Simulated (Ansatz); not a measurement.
CuCl2:

```
CELL_PARAMETERS angstrom
-2.25486 2.25486 6.85990
2.25486 -2.25486 6.85990
2.25486 2.25486 -6.85990
ATOMIC_POSITIONS crystal
Cu 0.00000 0.00000 0.00000
Cl 0.00000 0.50000 0.50000
Cl 0.50000 0.00000 0.50000
```

Measurements of this composition are mostly on another form, of space group No. 12.

* Program: Ansatz 0.2.0
* Task: relaxation of cell and atoms
* Functional: r2SCAN
* Potentials or basis: Ansatz PAW
* Cutoff: 500 eV (not typed: the program's choice for these potentials)
* k mesh: 8 × 8 × 8
* Occupations: fermi-dirac, width 0.05 eV
* Spin: no spin polarisation
* Hubbard terms: Cu d U = 1 eV

At the start: volume 46.50 Å³/atom.

Q: Where does the relaxation end?

A: It ends after 17 steps and the volume is 25.68 Å³/atom (-44.8 %); space group I4/mmm (No. 139, to 0.05 Å).

The path:
```
step  energy change (eV)  largest force (eV/Å)  volume (Å³)
   1              0.0000                0.0000       139.51
   2             -0.0007                0.0000       139.03
   3             -0.0010                0.0000       138.47
   4             -0.0010                0.0000       138.43
   5             -0.0018                0.0000       132.14
   6             -0.0022                0.0000       130.57
   7             -0.0029                0.0000       126.86
   8             -0.0047                0.0000       120.27
   9             -0.0085                0.0000       113.44
  10             -0.0149                0.0000       106.28
  11             -0.0247                0.0000        99.36
  12             -0.0399                0.0000        92.40
  13             -0.0600                0.0000        85.54
  14             -0.0777                0.0000        78.72
  15             -0.0790                0.0000        77.55
  16             -0.0792                0.0000        77.05
  17             -0.0771                0.0000        77.05
```

Final structure:
```xyz
3
Lattice="-2.2487 2.2487 3.8092 2.2487 -2.2487 3.8092 2.2487 2.2487 -3.8092" Properties=species:S:1:pos:R:3 pbc="T T T"
Cu    0.0000    0.0000    0.0000
Cl    2.2487    0.0000    0.0000
Cl    0.0000    2.2487    0.0000
```

Caveat: the volume moved by over 15 % at a fixed basis, so the end points are rough; the plane-wave basis is chosen anew once the cell has moved, so the energies of steps on either side of that aren't comparable; an odd number of electrons without spin polarisation forces a metal; a magnetic or distorted state may lie lower; the run has no spin polarisation, though such a crystal can be magnetic; U without spin polarisation on a metal has little footing; the PAW data sets come from PBE, with cores solved anew for the run's functional, which leaves a small shift of forces and pressure.
